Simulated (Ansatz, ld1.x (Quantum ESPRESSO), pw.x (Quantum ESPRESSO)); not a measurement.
## What a changed setting does to a pw.x run (bcc Al)

Potential: PAW, ld1.x (Quantum ESPRESSO) 7.5, PBE; core [Ne], reference 3s2 3p1; waves: 3s (bound): rcut 2.00, rcutus 2.15 bohr; 3s channel at 0.15 Ry: rcut 2.00, rcutus 2.15 bohr; 3p (bound): rcut 1.65, rcutus 2.05 bohr; 3p channel at 2.6 Ry: rcut 1.65, rcutus 2.05 bohr; 3d channel at 0.5 Ry: rcut 1.70, rcutus 1.85 bohr; local part: all-electron potential smoothed inside 2.56 bohr (lloc = -1); core correction: Bessel-smoothed model core, default radius (core density twice the valence density); augmentation: PSQ, inside the norm-conserving radii.

The reference run (k-mesh 14³, cutoffs 40/320 Ry, Fermi–Dirac 0.01 Ry, mixing_beta 0.4, conv_thr 1e-9, no spin) gives 0.20 GPa at 16.945 Å³/atom, where all-electron LAPW gives 0.07 GPa. This run, with its own iteration cap, changes k-mesh points per axis to 4.

```
&control
  calculation='scf', prefix='x', pseudo_dir='./', outdir='./tmp', tstress=.true., disk_io='none'
/
&system
  ibrav=0, nat=1, ntyp=1, ecutwfc=40, ecutrho=320, nbnd=8,
  occupations='smearing', smearing='fd', degauss=0.01
/
&electrons
  conv_thr=1e-09, mixing_beta=0.4, electron_maxstep=50
/
ATOMIC_SPECIES
Al 1.0 Al.UPF
CELL_PARAMETERS angstrom
  -1.61805716 1.61805716 1.61805716
  1.61805716 -1.61805716 1.61805716
  1.61805716 1.61805716 -1.61805716
ATOMIC_POSITIONS crystal
Al 0.0000 0.0000 0.0000
K_POINTS automatic
4 4 4 0 0 0
```

```bash
pw.x < Al.scf.in > Al.scf.out
```

**Question.** How does the run end?

**Answer.** It converges in 5 iterations; the free energy moves by +209.4 meV/atom and the pressure by -0.16 GPa.

```
Message from routine setup:
     using ibrav=0 with symmetry is DISCOURAGED, use correct ibrav instead
     lattice parameter (alat)  =       5.2961  a.u.
     unit-cell volume          =     114.3505 (a.u.)^3
     number of electrons       =         3.00
     number of Kohn-Sham states=            8
     kinetic-energy cutoff     =      40.0000  Ry
     charge density cutoff     =     320.0000  Ry
     scf convergence threshold =      1.0E-09
     Exchange-correlation= SLA  PW   PBX  PBC
     number of k points=     8  Fermi-Dirac smearing, width (Ry)=  0.0100
     iteration #  1     ecut=    40.00 Ry     beta= 0.40
     total energy              =     -39.48143016 Ry
     estimated scf accuracy    <       0.00567665 Ry
     iteration #  2     ecut=    40.00 Ry     beta= 0.40
     total energy              =     -39.48082176 Ry
     estimated scf accuracy    <       0.00183076 Ry
     iteration #  3     ecut=    40.00 Ry     beta= 0.40
     total energy              =     -39.48087098 Ry
     estimated scf accuracy    <       0.00000120 Ry
     iteration #  4     ecut=    40.00 Ry     beta= 0.40
     total energy              =     -39.48087119 Ry
     estimated scf accuracy    <       0.00000002 Ry
     iteration #  5     ecut=    40.00 Ry     beta= 0.40
     the Fermi energy is     8.2782 ev
!    total energy              =     -39.48087120 Ry
     estimated scf accuracy    <          1.5E-10 Ry
     smearing contrib. (-TS)   =      -0.00545550 Ry
     convergence has been achieved in   5 iterations
          total   stress  (Ry/bohr**3)                   (kbar)     P=        0.38
     Message from routine punch:
     Nothing written, as per user request (disk_io='none')
```

The run took about 6.5 s on one core of a shared host (Intel(R) Xeon(R) Platinum 8375C CPU @ 2.90GHz, 128 threads, 992 GiB, load 81).
